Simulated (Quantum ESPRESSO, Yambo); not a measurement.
# CdTe (F-43m): G0W0 on several meshes in Yambo, part 2 of 2

Aim: the GW shift of CdTe (F-43m) against the k mesh.

Quantum ESPRESSO 7.5 and Yambo 5.3.0; PBE and many-body steps on it, plane waves. Known limits of the many-body steps: not at the basis limit; no spin-orbit coupling; coarse k mesh.

So far. Step 4 (2×2×2): The gap on the mesh goes from 0.77 eV to 1.48 eV, a correction of +0.71 eV. Step 5 (Empty states on the mesh, 6×6×6 mesh, 93 bands): On this mesh the gap is 0.770 eV.

## Step 6: Conversion and set-up

This step: Yambo 5.3.0; conversion and set-up on PBE, plane waves, norm-conserving pseudopotentials.

The run is started by

```
> (cd o/x.save; p2y > p2y.log; mv SAVE ../..); yambo > setup.log
```

What it wrote:

```text
 Yambo, version 5.3.0

 [02] CORE Variables Setup
 =========================

  [02.01] Unit cells
  ==================

  Cell kind             :  FCC
  Atoms in the cell     :  Cd  Te
  number of Cd atoms    :  1
  number of Te atoms    :  1

  List of atomic masses
  Mass of Cd    :  112.4100
  Mass of Te    :  127.6000

  List of atomic coordinates    : [cc]
  Cd1       :  0.000000  0.000000  0.000000  order 1
  Te1       :  3.061356  3.061356  3.061356  order 2

  Alat factors          :  6.122713  6.122713  6.122713 [a.u.]
  Direct lattice volume :  459.0517 [a.u.]
[...]
Q [ 1]         [rlu]:  0.000000  0.000000  0.000000
 Q [ 2]         [rlu]: -0.71869E-18 -0.71869E-18  0.16667
 Q [ 3]         [rlu]: -0.14374E-17 -0.14374E-17  0.33333
[...]
Q [ 8]         [rlu]:  0.68355E-16  0.16667     -0.33333
 Q [ 9]         [rlu]:  0.14374E-17  0.16667     -0.16667
 Q [10]         [rlu]: -0.28418E-17  0.33333      0.33333
     [... 4 further rows ...]
 Q [15]         [rlu]:  0.166667  0.333333 -0.333333
 Q [16]         [rlu]:  0.166667 -0.500000 -0.333333

  [03.01] X indexes
  =================

   [03.01.01] Sigma indexes
   ========================

 [06] Game Over & Game summary
```

Run time: 4 s. Hardware: 1 MPI rank of Arm Neoverse V1, shared host; peak memory 0.26 GiB.

## Step 7: 6×6×6

This step: G0W0 on PBE, plane waves, norm-conserving pseudopotentials.

Input file gw14.in:

```
HF_and_locXC
gw0
dyson
ppa
em1d
rim_cut
RandQpts= 1000000
RandGvec= 1 RL
EXXRLvcs= 94 Ry
VXCRLvcs= 376 Ry
Chimod= "HARTREE"
% BndsRnXp
 1 | 93 |
%
NGsBlkXp= 11 Ry
% LongDrXp
 1 | 1 | 1 |
%
% GbndRnge
 1 | 93 |
%
DysSolver= "n"
ExtendOut
PPAPntXp= 27.21138 eV
% QPkrange
 1 | 1 | 21 | 24 |
%
```

The run is started by

```
> OMP_NUM_THREADS=1 mpirun -n 4 yambo -F gw14.in -J gw14 -C gw14 > gw14.log
```

What it wrote:

```text
 Yambo, version 5.3.0

 [02] CORE Variables Setup
 =========================

  [... cell, symmetries and grids as in the set-up ...]

  [02.05] Energies & Occupations
  ==============================

  [X] === General ===
  [X] Electronic Temperature                        :  0.000000  0.000000 [eV K]
  [X] Bosonic    Temperature                        :  0.000000  0.000000 [eV K]
  [X] Finite Temperature mode                       : no
  [X] El. density                                   :  0.64683E+24 [cm-3]
  [X] Fermi Level                                   :  8.269562 [eV]

  [X] === Gaps and Widths ===
  [X] Conduction Band Min                           :  0.770493 [eV]
  [X] Valence Band Max                              :  0.000000 [eV]
  [X] Filled Bands                                  :  22
  [X] Empty Bands                                   :   23   93
  [X] Direct Gap                                    :  0.770493 [eV]
  [X] Direct Gap localized at k                     :  1
  [X] Indirect Gap                                  :  0.770493 [eV]
  [X] Indirect Gap between kpts                     :  1  1
  [X] Last valence band width                       :  2.116175 [eV]
  [X] 1st conduction band width                     :  2.948735 [eV]

 [03] Transferred momenta grid and indexing
 ==========================================

 IBZ Q-points                                      :  16
 BZ  Q-points                                      :  216

 K/Q-points units:
 rlu = crystal or reduced units; cc = cartesian coordinates; iku = interal k-units

 Q [ 1]         [rlu]:  0.000000  0.000000  0.000000
 Q [ 2]         [rlu]: -0.71869E-18 -0.71869E-18  0.16667
 Q [ 3]         [rlu]: -0.14374E-17 -0.14374E-17  0.33333
[...]
================================================

 [VXC] Plane waves :   56833
 [EXS] Plane waves :   7239

 QP @ state[ 1 ] K range:  1  1
 QP @ state[ 1 ] b range:  21  24

 [xc] Functional : Perdew, Burke & Ernzerhof(X)+Perdew, Burke & Ernzerhof(C)
 [xc] LIBXC used to calculate xc functional
  PP Number of Atomic Species                      :  2
  NLCC RL compoments                               :   56833
  PP Number of Atomic Species                      :  2
  NLCC RL compoments                               :   56833

 [xc] E_xc :  -35.75096 [Ha]
      E_xc :  -71.50191 [Ry]

  Local XC kind (lXC) : Perdew, Burke & Ernzerhof(X)+Perdew, Burke & Ernzerhof(C)
  Non-Local XC kind (nlXC) : Hartree-Fock

  Corrections @ K [1] :  [eV]
 <21|nlXC|21> = -16.24571  0.96157E-17 <21|lXC|21> = -14.41081  0.18882E-15
 <22|nlXC|22> = -16.24569  0.53495E-18 <22|lXC|22> = -14.41079  0.18882E-15
 <23|nlXC|23> = -8.473480 -0.19744E-17 <23|lXC|23> = -11.99308  0.13143E-19
 <24|nlXC|24> = -5.999905 -0.59126E-18 <24|lXC|24> = -10.13993 -0.28322E-15

 [08] Dyson equation: Newton solver
 ==================================

  [08.01] G0W0 (W PPA)
  ====================

  [  GW  ] Bands range     :    1   93
  [GW/PPA] G damping       :  0.100000 [eV]

  QP @ state[ 1 ] K range:  1  1
  QP @ state[ 1 ] b range:  21  24

   Sc/G bands                                       :    1   93
   Sc/G damping                                     :  0.100000 ev
   Sc bands terminator                              : no
   Sx RL components                                 :   7239

   QP @ state[ 1 ] K range                          :  1  1
   QP @ state[ 1 ] b range                          :  21  24
   GF energies kind                                 : Perdew, Burke & Ernzerhof(X)+Perdew, Burke & Ernzerhof(C)
   GF WF`s kind                                     : Perdew, Burke & Ernzerhof(X)+Perdew, Burke & Ernzerhof(C)
   Xs energies kind                                 : Perdew, Burke & Ernzerhof(X)+Perdew, Burke & Ernzerhof(C)
   Xs WF`s kind                                     : Perdew, Burke & Ernzerhof(X)+Perdew, Burke & Ernzerhof(C)

 [11] Game Over & Game summary
```

The job ended after 18 min (4 MPI ranks; peak memory 3.5 GiB; 71 min of CPU time).

This step gave:

- G0W0 gap on the points computed: 1.554 eV
- starting gap on the mesh: 0.7705 eV
- k of the valence top: 0, 0, 0
- k of the conduction bottom: 0, 0, 0
- least direct G0W0 gap on the computed points: 1.554 eV
- Z at the valence top: 0.8011
- Z at the conduction bottom: 0.8142

Against G0W0 in Yambo (2×2×2 mesh, 93 bands, screening to 149.7 eV, Godby-Needs plasmon pole), the gap moves by +0.076 eV.

## Step 8: Side by side

Times are wall times on 4 MPI ranks of Arm Neoverse V1, shared host, good to a factor of about two.

| run | mesh | bands | screening cutoff (eV) | DFT gap (eV) | gap on the mesh (eV) | direct (eV) | time |
| --- | --- | --- | --- | --- | --- | --- | --- |
| 2×2×2 | 2×2×2 | 93 | 149.7 | 0.770 | 1.478 | 1.478 | 14 s |
| 6×6×6 | 6×6×6 | 93 | 149.7 | 0.770 | 1.554 | 1.554 | 18 min |

## Step 9: What came out

```yaml
2x2x2: 1.478 eV
6x6x6: 1.554 eV
known_limits: not at the basis limit; no spin-orbit coupling; coarse k mesh
```

6×6×6: +0.076 eV against 2×2×2. Bands and cutoff are finite, so the gap is not at the basis limit. The miss can reach some tenths of an eV and take either sign; the mesh is an error of its own. In the G0W0 runs levels were corrected at 1 k point alone, so a gap called «on the mesh» is the least over those, and an edge elsewhere would be missed. The 2×2×2 mesh is coarse for this cell, which bears on the long-range parts of exchange and screening. The many-body steps are scalar-relativistic: spin-orbit coupling is not in them.

[Paths, hosts, dates, memory and timing lines, banners, echoed tables and standing remarks are left out of the program output.]

[Logs are printed without paths, hosts, clocks, repeated set-up lines and the standing remarks that a program may print on its own settings, such as how far it seeks lower states.]

[Runs of the session that timed out or met a known fault of the program may be left out.]

[Hosts, paths, dates, database ids (printed as entryN), source tags and the programs' standing remarks are cut or masked in the printed files.]
